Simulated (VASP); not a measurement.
# AgCl (Fm-3m) in VASP: a series of runs

One crystal, AgCl, is run at these levels: PBE; tasks: single point, relaxation of cell and atoms.

Program: VASP 6.6.1. These are calculated values, not measurements. Logs are shortened: lines on timing, memory, paths and dates and some standing lists are left out, and cuts for length are marked.

**Measured values to compare with.**

From a printed reference work, data compilation, for a bulk crystal of AgCl: band gap 3.249 eV (indirect).

The runs below are set against these values where they give the same quantity.

## Step 1: Starting point

The structure is cubic, space group Fm-3m (No. 225). The conventional cell has a = 5.612 Å, b = 5.612 Å, c = 5.612 Å, α = 90.00°, β = 90.00°, γ = 90.00°. Ag (site symmetry m-3m) has 6 Cl at 2.81 Å as nearest neighbours. Cl (site symmetry m-3m) has 6 Ag at 2.81 Å as nearest neighbours.

The cell is a database's computed one.

## Step 2: Single point, PBE

Input file INCAR:

```
SYSTEM = AgCl
PREC = Accurate ; ENCUT = 520
EDIFF = 1E-6 ; ISMEAR = 0
SIGMA = 0.02 ; LREAL = .FALSE.
LASPH = .TRUE. ; NELM = 80
ALGO = Normal ; ISIF = 2
LWAVE = .FALSE. ; LCHARG = .FALSE.
GGA = PE ; NBANDS = 16
```

Input file KPOINTS:

```
regular mesh
0
G
  8 8 8
  0 0 0
```

Input file POSCAR:

```
AgCl
1.0
    0.0000000000      2.8060280976      2.8060280976
    2.8060280976      0.0000000000      2.8060280976
    2.8060280976      2.8060280976      0.0000000000
Ag Cl
1 1
Direct
    0.0000000000      0.0000000000      0.0000000000
    0.5000000000      0.5000000000      0.5000000000
```

Potentials or basis: VASP PAW PBE potentials, release 64 (Ag, Cl).

Launch:

```sh
cat potpaw_PBE.64/Ag/POTCAR potpaw_PBE.64/Cl/POTCAR > POTCAR
mpirun -np 1 vasp_std > vasp.out
```

OUTCAR:

```text
SYSTEM = AgCl
   PREC = Accurate
   ENCUT = 520
   EDIFF = 1E-6
   ISMEAR = 0
   LREAL = .FALSE.
   LASPH = .TRUE.
   NELM = 80
   ISIF = 2
   GGA = PE

 ion  position               nearest neighbor table
   1  0.000  0.000  0.000-   2 2.81   2 2.81   2 2.81   2 2.81   2 2.81   2 2.81
   2  0.500  0.500  0.500-   1 2.81   1 2.81   1 2.81   1 2.81   1 2.81   1 2.81

  LATTYP: Found a face centered cubic cell.
 ALAT       =     5.6120561952

  Lattice vectors:

 A1 = (   0.0000000000,   2.8060280976,   2.8060280976)
 A2 = (   2.8060280976,   0.0000000000,   2.8060280976)
 A3 = (   2.8060280976,   2.8060280976,   0.0000000000)

Analysis of symmetry for initial positions (statically):
=====================================================================
 Subroutine PRICEL returns:
 Original cell was already a primitive cell.

 Routine SETGRP: Setting up the symmetry group for a
 face centered cubic supercell.

 Subroutine GETGRP returns: Found 48 space group operations
 (whereof 48 operations were pure point group operations)
 out of a pool of 48 trial point group operations.

The static configuration has the point symmetry O_h .

Analysis of symmetry for dynamics (positions and initial velocities):
=====================================================================
 Subroutine PRICEL returns:
 Original cell was already a primitive cell.

 Routine SETGRP: Setting up the symmetry group for a
 face centered cubic supercell.

 Subroutine GETGRP returns: Found 48 space group operations
 (whereof 48 operations were pure point group operations)
 out of a pool of 48 trial point group operations.

The dynamic configuration has the point symmetry O_h .

 Subroutine INISYM returns: Found 48 space group operations
 (whereof 48 operations are pure point group operations),
 and found     1 'primitive' translations

----------------------------------------------------------------------------------------

                                     Primitive cell

  volume of cell :      44.1882

  direct lattice vectors                    reciprocal lattice vectors
     0.000000000  2.806028098  2.806028098    -0.178187809  0.178187809  0.178187809
     2.806028098  0.000000000  2.806028098     0.178187809 -0.178187809  0.178187809
     2.806028098  2.806028098  0.000000000     0.178187809  0.178187809 -0.178187809

  length of vectors
     3.968322992  3.968322992  3.968322992     0.308630339  0.308630339  0.308630339

  position of ions in fractional coordinates (direct lattice)
     0.000000000  0.000000000  0.000000000
     0.500000000  0.500000000  0.500000000

  ion indices of the primitive-cell ions
   primitive index   ion index
                 1           1
                 2           2

----------------------------------------------------------------------------------------

 KPOINTS: regular mesh

Automatic generation of k-mesh.
 Grid dimensions read from file:
 generate k-points for:    8    8    8

 Generating k-lattice:

  Cartesian coordinates                     Fractional coordinates (reciprocal lattice)
    -0.022273476  0.022273476  0.022273476     0.125000000  0.000000000  0.000000000
     0.022273476 -0.022273476  0.022273476     0.000000000  0.125000000  0.000000000
     0.022273476  0.022273476 -0.022273476     0.000000000  0.000000000  0.125000000

  Length of vectors
     0.038578792  0.038578792  0.038578792

  Shift w.r.t. Gamma in fractional coordinates (k-lattice)
     0.000000000  0.000000000  0.000000000

 Subroutine IBZKPT returns following result:
 ===========================================

 Found     29 irreducible k-points:

 Following reciprocal coordinates:
            Coordinates               Weight
  0.000000  0.000000  0.000000      1.000000
  0.125000  0.000000  0.000000      8.000000
  0.250000  0.000000  0.000000      8.000000
  0.375000  0.000000  0.000000      8.000000
  0.500000  0.000000  0.000000      4.000000
  0.125000  0.125000  0.000000      6.000000
[... 16 lines left out ...]
  0.500000  0.250000  0.125000     48.000000
 -0.375000  0.250000  0.125000     24.000000
 [... further k-points ...]
   k-points           NKPTS =     29   k-points in BZ     NKDIM =     29   number of bands    NBANDS=     16
   number of dos      NEDOS =    301   number of ions     NIONS =      2
   total plane-waves  NPLWV =  27000
   dimension x,y,z NGX =    30 NGY =   30 NGZ =   30
   dimension x,y,z NGXF=    60 NGYF=   60 NGZF=   60
   ions per type =               1   1
   NGX,Y,Z   is equivalent  to a cutoff of  12.57, 12.57, 12.57 a.u.
   NGXF,Y,Z  is equivalent  to a cutoff of  25.14, 25.14, 25.14 a.u.
 SYSTEM =  AgCl
   PREC   = accura    normal or accurate (medium, high low for compatibility)
   ISTART =      0    job   : 0-new  1-cont  2-samecut
   ICHARG =      2    charge: 1-file 2-atom 10-const
   ISPIN  =      1    spin polarized calculation?
   LNONCOLLINEAR =      F non collinear calculations
   LSORBIT =      F    spin-orbit coupling
   LASPH  =      T    aspherical Exc in radial PAW
   ENCUT  =  520.0 eV  38.22 Ry    6.18 a.u.   7.38  7.38  7.38*2*pi/ulx,y,z
   NELM   =     80;   NELMIN=  2; NELMDL= -5     # of ELM steps
   EDIFF  = 0.1E-05   stopping-criterion for ELM
   LREAL  =      F    real-space projection
   EDIFFG = 0.1E-04   stopping-criterion for IOM
   NSW    =      0    number of steps for IOM
   IBRION =     -1    ionic relax: 0-MD 1-quasi-New 2-CG
   NFREE  =      0    steps in history (QN), initial steepest desc. (CG)
   ISIF   =      2    stress and relaxation
   ISYM   =      2    0-nonsym 1-usesym 2-fastsym
   POTIM  = 0.5000    time-step for ionic-motion
   TEBEG  =    0.0;   TEEND  =   0.0 temperature during run
   PSTRESS=    0.0 pullay stress
   NELECT =      18.0000    total number of electrons
   NUPDOWN=      -1.0000    fix difference up-down
   EMIN   =  10.00;   EMAX   =-10.00  energy-range for DOS
   EFERMI =   0.00;   METHOD = LEGACY
   ISMEAR =     0;   SIGMA  =   0.02  broadening in eV -4-tet -1-fermi 0-gaus
   EFERMI_NEDOS =   21; number of points for ismear=-14 and -15
   IALGO  =     38    algorithm
   IMIX   =      4    mixing-type and parameters
     AMIX     =   0.40;   BMIX     =  1.00
     AMIX_MAG =   1.60;   BMIX_MAG =  1.00
  volume/ion in A,a.u.               =      22.09       149.10
  Fermi-wavevector in a.u.,A,eV,Ry     =   1.213567  2.293309 20.037901  1.472744
  Thomas-Fermi vector in A             =   2.349015
   LORBIT       =      0    0 simple, 1 ext, 2 COOP (PROOUT), +10 PAW based schemes
   GGA     = PE    functional components
   LHFCALC =     F    Hartree Fock is set to
   AEXX    =    0.0000 exact exchange contribution
   IVDW    =     0    specifies the selected vdW correction
   LEPSILON=     F    determine dielectric tensor
   LRPA    =     F    only Hartree local field effects (RPA)
 non-spin polarized calculation
 Gauss-broadening in eV      SIGMA  =   0.02
  energy-cutoff  :      520.00
  volume of cell :       44.19
 maximum number of plane-waves:      1243
 NGX is ok and might be reduce to    30
   NGX = 15   NGY = 15   NGZ = 15

 number of electron      17.9999995 magnetization

 Free energy of the ion-electron system (eV)
  ---------------------------------------------------
  ext. energy  EPLUGINS =         0.00000000
  ---------------------------------------------------
  free energy    TOTEN  =        -5.40122609 eV

  energy without entropy =       -5.40122609  energy(sigma->0) =       -5.40122609

 E-fermi :   3.5418     XC(G=0):  -9.7808

 val. band max:        3.3769521231   @ k =   0.5000   0.0000   0.0000
 cond. band min:       4.2973139754   @ k =   0.0000   0.0000   0.0000
 fundamental gap:      0.9203618523
 Fermi energy:         3.5417835745

 k-point     1 :       0.0000    0.0000    0.0000
  band No.  band energies     occupation
      1     -11.5387      2.00000
      2       1.0743      2.00000
      3       1.0743      2.00000
      4       1.0743      2.00000
      5       1.1134      2.00000
      6       1.1134      2.00000
[... 8 lines left out ...]
     15      16.4851      0.00000
     16      16.4851      0.00000

 k-point     2 :       0.1250    0.0000    0.0000
  band No.  band energies     occupation
      1     -11.4845      2.00000
      2       0.4102      2.00000
      3       0.4625      2.00000
      4       0.4625      2.00000
      5       1.1243      2.00000
      6       1.1243      2.00000
[... 8 lines left out ...]
     15      15.3525      0.00000
     16      16.0253      0.00000

 k-point     3 :       0.2500    0.0000    0.0000
  band No.  band energies     occupation
      1     -11.3485      2.00000
      2      -0.5673      2.00000
      3      -0.0831      2.00000
      4      -0.0831      2.00000
      5       1.2392      2.00000
      6       1.2392      2.00000
[... 8 lines left out ...]
     15      15.6424      0.00000
     16      15.8689      0.00000

 k-point     4 :       0.3750    0.0000    0.0000
  band No.  band energies     occupation
      1     -11.2046      2.00000
      2      -1.3028      2.00000
      3      -0.4312      2.00000
      4      -0.4312      2.00000
      5       1.3584      2.00000
      6       1.3584      2.00000
[... 8 lines left out ...]
     15      16.5190      0.00000
     16      16.5190      0.00000
[... 324 lines left out ...]
 k-point    22 :       0.3750    0.2500    0.1250
  band No.  band energies     occupation
      1     -11.2651      2.00000
      2      -0.9271      2.00000
      3      -0.1618      2.00000
      4       0.2007      2.00000
      5       1.1601      2.00000
      6       1.3463      2.00000
[... 8 lines left out ...]
     15      17.4804      0.00000
     16      18.6042      0.00000

 k-point    23 :       0.5000    0.2500    0.1250
  band No.  band energies     occupation
      1     -11.1622      2.00000
      2      -1.1186      2.00000
      3      -0.4393      2.00000
      4      -0.1841      2.00000
      5       1.2691      2.00000
      6       1.4166      2.00000
[... 8 lines left out ...]
     15      17.6996      0.00000
     16      18.3856      0.00000

 k-point    24 :      -0.3750    0.2500    0.1250
  band No.  band energies     occupation
      1     -11.1185      2.00000
      2      -1.1738      2.00000
      3      -0.4766      2.00000
      4      -0.4404      2.00000
      5       1.3490      2.00000
      6       1.4118      2.00000
[... 8 lines left out ...]
     15      16.7948      0.00000
     16      18.2442      0.00000

 [... further k-points ...]

------------------------ aborting loop because EDIFF is reached ----------------------------------------

  FORCE on cell =-STRESS in cart. coord.  units (eV):
  Direction    XX          YY          ZZ          XY          YZ          ZX
  --------------------------------------------------------------------------------------
  -------------------------------------------------------------------------------------
  Total       -0.0384012     -0.0384012     -0.0384012      0.0000000     -0.0000000      0.0000000
  in kB       -1.3923514     -1.3923514     -1.3923514      0.0000000     -0.0000000      0.0000000
  external PRESSURE =      -1.3923514 kB  Pullay stress =       0.0000000 kB

 VOLUME and BASIS-vectors are now :
 -----------------------------------------------------------------------------
  energy-cutoff  :      520.00
  volume of cell :       44.19
      direct lattice vectors                 reciprocal lattice vectors
     0.000000000  2.806028098  2.806028098    -0.178187809  0.178187809  0.178187809
     2.806028098  0.000000000  2.806028098     0.178187809 -0.178187809  0.178187809
     2.806028098  2.806028098  0.000000000     0.178187809  0.178187809 -0.178187809

 POSITION                                       TOTAL-FORCE (eV/Angst)
 -----------------------------------------------------------------------------------
      0.00000      0.00000      0.00000         0.000000     -0.000000     -0.000000
      2.80603      2.80603      2.80603         0.000000      0.000000      0.000000
 -----------------------------------------------------------------------------------
    total drift:                               -0.000000      0.000000      0.000000

  FREE ENERGIE OF THE ION-ELECTRON SYSTEM (eV)
  ---------------------------------------------------
  free  energy   TOTEN  =        -5.4012260943 eV

  energy  without entropy=       -5.4012260943  energy(sigma->0) =       -5.40122609
```

Run time: 11 s. Hardware: 1 thread of Intel Xeon 6975P-C (Granite Rapids), shared host; peak memory 0.17 GiB.

What came out:

```yaml
Free_energy: -5.4012 eV
Pressure: -0.1 GPa
Band_gap_on_the_k_mesh: 0.92 eV, indirect (least direct gap 3.07 eV)
```

## Step 3: Relaxation of cell and atoms, PBE

This run uses another cell than the first one, of 21.32 Å³/atom, 0.965 times its volume.

Input file INCAR:

```
ALGO = Normal ; EDIFF = 1E-7
EDIFFG = -0.01 ; ENCUT = 600
GGA = PE ; IBRION = 2
ISIF = 3 ; ISMEAR = 0
LASPH = True ; LCHARG = False
LREAL = False ; LWAVE = False
NELM = 60 ; NSW = 100
PREC = Accurate ; SIGMA = 0.02
```

Input file KPOINTS:

```
k-points
0
Gamma
  8 8 8
```

Input file POSCAR:

```
AgCl
1.0
    0.0000000000      2.7726628800      2.7726628800
    2.7726628800      0.0000000000      2.7726628800
    2.7726628800      2.7726628800      0.0000000000
Ag Cl
1 1
Direct
    0.0000000000      0.0000000000      0.0000000000
    0.5000000000      0.5000000000      0.5000000000
```

Potentials or basis: VASP PAW PBE potentials, release 64 (Ag, Cl).

Launch:

```sh
cat potpaw_PBE.64/Ag/POTCAR potpaw_PBE.64/Cl/POTCAR > POTCAR
mpirun -np 1 vasp_std > vasp.out
```

It took 17 s on 1 thread of Intel Xeon 6975P-C (Granite Rapids), shared host; peak memory 0.19 GiB.

Results (log left out):

* Free energy: -5.4008 eV
* Relaxed volume: 22.03 Å³/atom
* Relaxed cell: a = 3.965 Å, b = 3.965 Å, c = 3.965 Å, α = 60.00°, β = 60.00°, γ = 60.00°
* Space group after relaxing (to 0.05 Å): Fm-3m (No. 225)
* Energy gained by relaxing: 3.3 meV/atom
* Ionic steps: 3
* Pressure after relaxing: 0.0 GPa
* Band gap on the k mesh: 0.92 eV, indirect (least direct gap 3.08 eV)

Step by step:
| step | energy change (eV) | largest force (eV/Å) | pressure (GPa) | volume (Å³) |
| --- | --- | --- | --- | --- |
| 1 | 0.0000 | 0.0000 | 1.53 | 42.63 |
| 2 | -0.0065 | 0.0000 | 0.15 | 43.90 |
| 3 | -0.0066 | 0.0000 | 0.00 | 44.06 |

Final structure:
```yaml
crystal:
  lattice:
    - [0.00000, 2.80335, 2.80335]
    - [2.80335, 0.00000, 2.80335]
    - [2.80335, 2.80335, 0.00000]
  atoms:
    - { symbol: Ag, position: [0.00000, 0.00000, 0.00000] }
    - { symbol: Cl, position: [0.50000, 0.50000, 0.50000] }
```

Levels at points of the mesh, in eV from the valence-band top:
| k point | band 6 | band 7 | band 8 | band 9 | band 10 | band 11 | band 12 | band 13 |
| --- | --- | --- | --- | --- | --- | --- | --- | --- |
| (0.00, 0.00, 0.00) | -2.27 | -2.19 | -2.19 | -2.19 | 0.92 | 10.87 | 10.87 | 10.87 |
| (0.50, 0.00, 0.00) | -1.98 | -1.68 | 0.00 | 0.00 | 4.33 | 6.36 | 7.73 | 7.73 |
| (0.50, 0.50, 0.00) | -2.10 | -1.87 | -1.87 | -1.80 | 2.43 | 8.07 | 8.53 | 11.35 |

A k mesh can miss the band edges. A hybrid or GW would open this gap; PBE tends to underestimate it.

## Step 4: Single point, PBE

This run uses another cell than the first one, of 21.32 Å³/atom, 0.965 times its volume.

Input file INCAR:

```
SYSTEM = AgCl
PREC = Accurate
ENCUT = 520
EDIFF = 1E-6
ISMEAR = 0
SIGMA = 0.1
LREAL = .False.
LASPH = .True.
NELM = 100
ALGO = Normal
ISIF = 2
LWAVE = .False.
LCHARG = .True.
GGA = PE
LELF = .True.
LVHAR = .True.
NBANDS = 16
```

Input file KPOINTS:

```
regular mesh
0
Gamma
  6 6 6
  0 0 0
```

POSCAR is that of step 3.

Launch:

```sh
cat potpaw_PBE.64/Ag/POTCAR potpaw_PBE.64/Cl/POTCAR > POTCAR
mpirun -np 1 vasp_std > vasp.out
```

It took 7.6 s on 1 thread of Intel Xeon 6975P-C (Granite Rapids), shared host; peak memory 0.17 GiB.

It converged, with:

```
Free energy            : -5.3937 eV
Pressure               : 1.5 GPa
Band gap on the k mesh : 0.91 eV, indirect (least direct gap 3.23 eV)
```

Levels at points of the mesh, in eV from the valence-band top:
```tsv
k point	band 7	band 8	band 9	band 10	band 11	band 12
(0.00, 0.00, 0.00)	-2.32	-2.32	-2.32	0.91	10.85	10.85
(0.50, 0.00, 0.00)	-1.76	0.00	0.00	4.24	6.54	7.67
(0.50, 0.50, 0.00)	-1.96	-1.96	-1.87	2.38	8.02	8.63
```

## Step 5: The runs side by side

```tsv
task	cell	k mesh	cutoff (eV)	smearing	gap on the mesh (eV)	pressure (GPa)
single point	Fm-3m, 22.09 Å³/atom	8 × 8 × 8	520	gaussian 0.02 eV	0.92	-0.1
relaxation of cell and atoms	relaxed	8 × 8 × 8	600	gaussian 0.02 eV	0.92	0.0
single point	Fm-3m, 21.32 Å³/atom	6 × 6 × 6	520	gaussian 0.1 eV	0.91	1.5
```

Alike in all rows: level PBE; potentials or basis VASP PAW PBE potentials, release 64 (Ag, Cl); no spin polarisation.

Total energies depend on the potentials used, so only differences within one code and one set of settings carry meaning.

## Step 6: Against experiment

Step 2. A measured gap of AgCl is 3.249 eV (indirect; a printed reference work, data compilation); the calculated 0.92 eV misses it by -2.33 eV. So large a miss can be the level of theory's own, or it may mean another phase, state or a wrong row. Spin-orbit coupling on Ag is left out. The value is that of PBE on a finite k mesh, which can miss the band edges, without temperature or zero-point motion. Semilocal functionals fall short of measured gaps as a rule. The cell is a database's relaxed one, not the measured one, which moves gaps too.

Step 4. Against the measured gap of AgCl, 3.249 eV (indirect; a printed reference work, data compilation), the calculated 0.91 eV is off by -2.34 eV. So large a miss can be the level of theory's own, or it may mean another phase, state or a wrong row. Spin-orbit coupling on Ag is left out. The value is that of PBE on a finite k mesh, which can miss the band edges, without temperature or zero-point motion. Semilocal functionals fall short of measured gaps as a rule. The cell is a database's relaxed one, not the measured one, which moves gaps too.
